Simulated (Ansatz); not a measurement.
## ScAl: enthalpy against pressure

ScAl, Pm-3m, a = 3.344 Å. The structure is a Materials Project entry; whether it is the stable form wasn't checked. Ansatz: PBEsol, PAW, 420 eV, Γ-centred 12×12×12 mesh on 2 atoms, Gaussian smearing 0.10 eV; no spin polarisation. Cell and atoms are relaxed at each pressure, and no other structure is tried, so the rows at high pressure may lie past a change of phase. y is the enthalpy over the state at zero pressure; there V0 = 18.704 Å³/atom. The pressures are the targets, met within 0.03 GPa.

```
P (GPa) y (eV/atom)
   -3.0      -0.3570
    0.0       0.0000
    3.0       0.3441
    8.0       0.8942
   15.0       1.6246
   30.0            ?
   60.0       5.6614
```

Task: Fit y = c1 P + c2 P² + c3 P³ to the other rows, say what c1 and c2 mean, and predict the missing value.

Result: Least squares on the rows shown. y = 0.11664 P − 0.00062034 P² + 4.1486×10⁻⁶ P³. Since dH/dP = V, c1 is V0: 0.11664 eV/GPa × 160.2 = 18.686 Å³ against 18.704; c2 = −V0/(2B0) gives B0 = 94 GPa, where a Birch–Murnaghan fit to the volumes of the same runs (not shown) gives 81 GPa: a cubic over this range folds the higher terms into c2. Above P = −c2/(3 c3) = 50 GPa the cubic's slope, the volume, would rise with pressure, so the form fails there. At P = 30.0 the fit asked for gives 3.0529 eV/atom. The run gave 3.0749 eV/atom, so the fit is 0.0220 eV/atom too low, 0.37 % of the span of the series, against an rms of 0.0009 eV/atom on the fitted rows. With a term in P⁴ added, a fit to the same known rows predicts 3.0875 eV/atom, a smaller miss on the other side.

The mesh isn't the same in all rows (12×12×12, 14×14×14).